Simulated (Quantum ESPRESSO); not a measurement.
# WS2 (Tungstenite) (P6_3/mmc) in Quantum ESPRESSO: further runs, part 2 of 2

Quantum ESPRESSO 7.5. Earlier steps stand in the parts before.

## Step 3: Phonons, LDA

Input file pw.in:

```
&CONTROL
  calculation = 'scf'
  prefix = 'pwscf'
  outdir = './tmp'
  pseudo_dir = './pseudo'
  tprnfor = .true.
  tstress = .true.
  disk_io = 'low'
/
&SYSTEM
  ibrav = 0
  celldm(1) = 8
  nat = 6
  ntyp = 2
  ecutwfc = 56
  ecutrho = 448
  nbnd = 36
  occupations = 'smearing'
  smearing = 'fd'
  degauss = 0.00367493
/
&ELECTRONS
  conv_thr = 1.2d-09
  electron_maxstep = 120
  mixing_beta = 0.5
/
ATOMIC_SPECIES
W    183.8400 w_lda_v1.2.uspp.F.UPF
S     32.0600 s_lda_v1.4.uspp.F.UPF
CELL_PARAMETERS alat
  0.7511661345387   0.0000000000000   0.0000000000000
 -0.3755830672694   0.6505289549650   0.0000000000000
  0.0000000000000   0.0000000000000   2.9526970697278
ATOMIC_POSITIONS crystal
W      0.6666666667    0.3333333333    0.7500000000
W      0.3333333333    0.6666666667    0.2500000000
S      0.6666666667    0.3333333333    0.3750000000
S      0.3333333333    0.6666666667    0.8750000000
S      0.6666666667    0.3333333333    0.1250000000
S      0.3333333333    0.6666666667    0.6250000000
K_POINTS automatic
8 8 2 0 0 1
```

Input file relax.in:

```
&CONTROL
  calculation = 'vc-relax'
  prefix = 'pwscf'
  outdir = './tmp'
  pseudo_dir = './pseudo'
  tprnfor = .true.
  tstress = .true.
  disk_io = 'low'
  nstep = 40
  forc_conv_thr = 0.0001
  etot_conv_thr = 1d-06
/
&SYSTEM
  ibrav = 0
  celldm(1) = 8
  nat = 6
  ntyp = 2
  ecutwfc = 56
  ecutrho = 448
  nbnd = 36
  occupations = 'smearing'
  smearing = 'fd'
  degauss = 0.00367493
/
&ELECTRONS
  conv_thr = 1.2d-09
  electron_maxstep = 120
  mixing_beta = 0.5
/
&IONS
  ion_dynamics = 'bfgs'
/
&CELL
  cell_dynamics = 'bfgs'
  press = 0
  press_conv_thr = 0.2
/
ATOMIC_SPECIES
W    183.8400 w_lda_v1.2.uspp.F.UPF
S     32.0600 s_lda_v1.4.uspp.F.UPF
CELL_PARAMETERS alat
  0.7511661345340   0.0000000000000   0.0000000000000
 -0.3755830672670   0.6505289549690   0.0000000000000
  0.0000000000000   0.0000000000000   2.9526970697278
ATOMIC_POSITIONS crystal
W      0.6666666666    0.3333333332    0.7500000000
W      0.3333333332    0.6666666666    0.2500000000
S      0.6666666666    0.3333333332    0.3750000000
S      0.3333333332    0.6666666666    0.8750000000
S      0.6666666666    0.3333333332    0.1250000000
S      0.3333333332    0.6666666666    0.6250000000
K_POINTS automatic
8 8 2 0 0 1
```

Input file gamma.in:

```
&CONTROL
  calculation = 'bands'
  prefix = 'pwscf'
  outdir = './tmp'
  pseudo_dir = './pseudo'
  disk_io = 'low'
  verbosity = 'high'
/
&SYSTEM
  ibrav = 0
  celldm(1) = 8
  nat = 6
  ntyp = 2
  ecutwfc = 56
  ecutrho = 448
  nbnd = 36
  occupations = 'smearing'
  smearing = 'fd'
  degauss = 0.00367493
/
&ELECTRONS
  conv_thr = 1d-08
  electron_maxstep = 120
  mixing_beta = 0.5
  diago_full_acc = .true.
  startingwfc = 'random'
/
ATOMIC_SPECIES
W    183.8400 w_lda_v1.2.uspp.F.UPF
S     32.0600 s_lda_v1.4.uspp.F.UPF
CELL_PARAMETERS alat
  0.7390009500464   0.0000000000000   0.0000000000000
 -0.3695004750232   0.6399935961611   0.0000000000000
  0.0000000000000   0.0000000000000   2.8683653769734
ATOMIC_POSITIONS crystal
W      0.6666666665    0.3333333331    0.7500000000
W      0.3333333331    0.6666666665    0.2500000000
S      0.6666666665    0.3333333331    0.3787888378
S      0.3333333331    0.6666666665    0.8787888378
S      0.6666666665    0.3333333331    0.1212111622
S      0.3333333331    0.6666666665    0.6212111622
K_POINTS crystal
1
0.0 0.0 0.0 1
```

Input file scf2.in:

```
&CONTROL
  calculation = 'scf'
  prefix = 'pwscf'
  outdir = './tmp'
  pseudo_dir = './pseudo'
  tprnfor = .true.
  tstress = .true.
  disk_io = 'low'
/
&SYSTEM
  ibrav = 0
  celldm(1) = 8
  nat = 6
  ntyp = 2
  ecutwfc = 56
  ecutrho = 448
  nbnd = 36
  occupations = 'fixed'
/
&ELECTRONS
  conv_thr = 1d-13
  electron_maxstep = 120
  mixing_beta = 0.5
  startingpot = 'file'
/
ATOMIC_SPECIES
W    183.8400 w_lda_v1.2.uspp.F.UPF
S     32.0600 s_lda_v1.4.uspp.F.UPF
CELL_PARAMETERS alat
  0.7390009500464   0.0000000000000   0.0000000000000
 -0.3695004750232   0.6399935961611   0.0000000000000
  0.0000000000000   0.0000000000000   2.8683653769734
ATOMIC_POSITIONS crystal
W      0.6666666665    0.3333333331    0.7500000000
W      0.3333333331    0.6666666665    0.2500000000
S      0.6666666665    0.3333333331    0.3787888378
S      0.3333333331    0.6666666665    0.8787888378
S      0.6666666665    0.3333333331    0.1212111622
S      0.3333333331    0.6666666665    0.6212111622
K_POINTS automatic
8 8 2 0 0 1
```

Input file ph.in:

```
phonons of WS2
&INPUTPH
  prefix = 'pwscf'
  outdir = './tmp'
  tr2_ph = 1d-18
  fildyn = 'dyn'
  niter_ph = 90
  alpha_mix(1) = 0.7
  epsil = True
/
0.0000000000 0.0000000000 0.0000000000
```

Input file dynmat.in:

```
&INPUT
  fildyn = 'dyn'
  asr = 'crystal'
  lperm = .true.
  filout = 'dynmat.disp'
  fileig = 'dynmat.eig'
/
```

Input file dynmat_lo.in:

```
&INPUT
  fildyn = 'dyn'
  asr = 'crystal'
  filout = 'dynmat_lo.disp'
  fileig = 'dynmat_lo.eig'
  q(1) = 0
  q(2) = 0
  q(3) = 1
/
```

Potentials or basis: GBRV 1.5 LDA.

Started as:

```bash
OMP_NUM_THREADS=1 mpirun -n 4 pw.x -nk 2 -in pw.in > pw.out
OMP_NUM_THREADS=1 mpirun -n 4 pw.x -nk 2 -in relax.in > relax.out
OMP_NUM_THREADS=1 mpirun -n 4 pw.x -in gamma.in > gamma.out
OMP_NUM_THREADS=1 mpirun -n 4 pw.x -nk 2 -in scf2.in > scf2.out
OMP_NUM_THREADS=1 mpirun -n 4 ph.x -nk 2 -in ph.in > ph.out
OMP_NUM_THREADS=1 mpirun -n 1 dynmat.x -in dynmat.in > dynmat.out
OMP_NUM_THREADS=1 mpirun -n 1 dynmat.x -in dynmat_lo.in > dynmat_lo.out
```

pw.out:

```text
This program is part of the open-source Quantum ESPRESSO suite
     for quantum simulation of materials; please cite
[... 6 lines left out ...]
     using ibrav=0 with symmetry is DISCOURAGED, use correct ibrav instead

     K-points division:     npool     =       2
     Subspace diagonalization in iterative solution of the eigenvalue problem:
     a serial algorithm will be used

     --------------------
     sticks:   dense  smooth     PW     G-vecs:    dense   smooth      PW
     Min         561     279     81                59114    20917    3377
     Max         562     280     82                59119    20926    3386
     Sum        1123     559    163               118233    41843    6763

     Using Slab Decomposition

     bravais-lattice index     =            0
     lattice parameter (alat)  =       8.0000  a.u.
     unit-cell volume          =     738.7398 (a.u.)^3
[... 280 lines left out ...]
    15.4214  15.7915  16.6025  16.8995

     the Fermi energy is    11.5255 ev

!    total energy              =    -415.23321861 Ry
     estimated scf accuracy    <          2.4E-10 Ry
     smearing contrib. (-TS)   =      -0.00000003 Ry
     internal energy E=F+TS    =    -415.23321858 Ry

     The total energy is F=E-TS. E is the sum of the following terms:
     one-electron contribution =    -171.22278427 Ry
     hartree contribution      =     106.15966971 Ry
     xc contribution           =    -115.87383648 Ry
     ewald contribution        =    -234.29626753 Ry

     convergence has been achieved in  11 iterations

     negative rho (up, down):  1.291E-01 0.000E+00

     Forces acting on atoms (cartesian axes, Ry/au):

     atom    1 type  1   force =    -0.00000000   -0.00000000    0.00000000
     atom    2 type  1   force =     0.00000000    0.00000000    0.00000000
     atom    3 type  2   force =     0.00000000    0.00000000   -0.01202972
     atom    4 type  2   force =     0.00000000    0.00000000   -0.01202972
     atom    5 type  2   force =     0.00000000    0.00000000    0.01202972
     atom    6 type  2   force =     0.00000000   -0.00000000    0.01202972

     Total force =     0.024059     Total SCF correction =     0.000050

     Computing stress (Cartesian axis) and pressure

     negative rho (up, down):  1.291E-01 0.000E+00
          total   stress  (Ry/bohr**3)                   (kbar)     P=      -53.16
  -0.00040617  -0.00000000   0.00000000          -59.75       -0.00        0.00
  -0.00000000  -0.00040617   0.00000000           -0.00      -59.75        0.00
   0.00000000   0.00000000  -0.00027174            0.00        0.00      -39.97

=------------------------------------------------------------------------------=
   JOB DONE.
=------------------------------------------------------------------------------=
```

relax.out:

```text
This program is part of the open-source Quantum ESPRESSO suite
     for quantum simulation of materials; please cite
[... 6 lines left out ...]
     using ibrav=0 with symmetry is DISCOURAGED, use correct ibrav instead

     K-points division:     npool     =       2
[... 415 lines left out ...]
  -0.00000053   0.00000000   0.00000000           -0.08        0.00        0.00
   0.00000000  -0.00000053  -0.00000000            0.00       -0.08       -0.00
   0.00000000  -0.00000000  -0.00000072            0.00       -0.00       -0.11

=------------------------------------------------------------------------------=
   JOB DONE.
=------------------------------------------------------------------------------=
```

gamma.out:

```text
This program is part of the open-source Quantum ESPRESSO suite
     for quantum simulation of materials; please cite
         "P. Giannozzi et al., J. Phys.:Condens. Matter 21 395502 (2009);
         "P. Giannozzi et al., J. Phys.:Condens. Matter 29 465901 (2017);
         "P. Giannozzi et al., J. Chem. Phys. 152 154105 (2020);
     in publications or presentations arising from this work. More details at
[... 370 lines left out ...]
     8.5110   8.5265   8.5265   9.7912   9.7912   9.8535   9.8535  10.6559
    10.6868  12.0916  14.3958  14.3958  14.4060  14.4060  14.4652  14.4652
    14.6902  14.6902  16.8676  17.0682

=------------------------------------------------------------------------------=
   JOB DONE.
=------------------------------------------------------------------------------=
```

Run time: 14 min. Hardware: 4 MPI ranks of Intel Xeon 6975P-C (Granite Rapids), shared host; peak memory 1.2 GiB.

Results:

```yaml
Free_energy: -5649.6145 eV
Relaxed_volume: 17.15 Å³/atom
Relaxed_cell: a = 3.128 Å, b = 3.128 Å, c = 12.143 Å, α = 90.00°, β = 90.00°, γ = 120.00°
Space_group_after_relaxing_to_0.05_Å: P6_3/mmc (No. 194)
Pressure_after_relaxing: 0.0 GPa
Electronic_dielectric_tensor_diagonal: 14.09, 14.09, 6.79
Born_charges_mean_of_the_diagonal: W -0.67; S +0.34 e
Highest_phonon_frequency_at_Γ_LO-TO_splitting_left_out: 442 cm⁻¹
Static_dielectric_tensor_diagonal: 14.17, 14.17, 6.82
```

Step by step:
```csv
step,energy change (eV),largest force (eV/Å),pressure (GPa),volume (Å³)
1,0.0000,0.3093,-5.32,109.47
2,-0.0562,0.2690,-0.26,106.53
3,-0.0650,0.1811,-0.13,106.08
4,-0.0696,0.0603,-0.11,105.55
5,-0.0702,0.0408,-0.11,105.39
6,-0.0711,0.0265,-0.11,105.19
7,-0.0722,0.0149,-0.10,104.95
8,-0.0737,0.0039,-0.09,104.62
9,-0.0757,0.0063,-0.07,104.16
10,-0.0778,0.0149,-0.02,103.51
11,-0.0787,0.0184,0.04,102.70
12,-0.0788,0.0132,-0.01,102.86
13,-0.0789,0.0039,-0.01,102.93
14,-0.0789,0.0002,0.00,102.93
```

Final structure:
```cif
data_structure
_symmetry_space_group_name_H-M 'P 1'
_symmetry_Int_Tables_number 1
_cell_length_a 3.1285
_cell_length_b 3.1285
_cell_length_c 12.1430
_cell_angle_alpha 90.000
_cell_angle_beta 90.000
_cell_angle_gamma 120.000
_cell_volume 102.93
loop_
_atom_site_label
_atom_site_type_symbol
_atom_site_fract_x
_atom_site_fract_y
_atom_site_fract_z
_atom_site_occupancy
W1 W 0.66667 0.33333 0.75000 1
W2 W 0.33333 0.66667 0.25000 1
S1 S 0.66667 0.33333 0.37879 1
S2 S 0.33333 0.66667 0.87879 1
S3 S 0.66667 0.33333 0.12121 1
S4 S 0.33333 0.66667 0.62121 1
```

Phonon frequencies in cm⁻¹ (negative: imaginary):
```tsv
q point	frequencies
(0.000, 0.000, 0.000)	-6 -6 -5 28 28 44 297 297 300 300 358 358 358 358 419 423 438 442
```

Electronic dielectric tensor:
```
14.09  0.00  0.00
 0.00 14.09  0.00
 0.00  0.00  6.79
```

Born effective charge tensors (e):
atom 1, W
```
-0.71  0.00  0.00
 0.00 -0.71  0.00
 0.00  0.00 -0.60
```
atom 2, W
```
-0.71  0.00  0.00
 0.00 -0.71  0.00
 0.00  0.00 -0.60
```
atom 3, S
```
0.35 0.00 0.00
0.00 0.35 0.00
0.00 0.00 0.31
```
atom 4, S
```
0.35 0.00 0.00
0.00 0.35 0.00
0.00 0.00 0.31
```
atom 5, S
```
0.35 0.00 0.00
0.00 0.35 0.00
0.00 0.00 0.31
```
atom 6, S
```
0.35 0.00 0.00
0.00 0.35 0.00
0.00 0.00 0.31
```

Optical modes at Γ, degenerate ones joined, polar ones without the macroscopic field:
```tsv
cm⁻¹	components	symmetry	active in	IR intensity, summed ((D/Å)²/amu)
28	2	E2g	Raman	0.00
44	1	B1g	silent	0.00
297	2	E2u	silent	0.00
300	2	E1g	Raman	0.00
358	2	E2g	Raman	0.00
358	2	E1u	IR	0.96
419	1	B2u	silent	0.00
423	1	A1g	Raman	0.00
438	1	A2u	IR	0.36
442	1	B1g	silent	0.00
```

Zone-centre frequencies without and with the macroscopic field along z (cm⁻¹):
```
                                           optical modes in rising order
       without  28 28 44 297 297 300 300 358 358 358 358 419 423 438 442
with the field  28 28 44 297 297 300 300 358 358 358 358 419 423 439 442
```

Static dielectric tensor, electrons and zone-centre modes:
```
14.17  0.00  0.00
 0.00 14.17  0.00
 0.00  0.00  6.82
```

Caveat: the mesh is thin for the dielectric tensor, Born charges and intensities, which usually come out too large; the layers were relaxed without a dispersion term, so their spacing and the soft interlayer modes are unreliable. Spin-orbit coupling is left out, which matters for the levels of W.
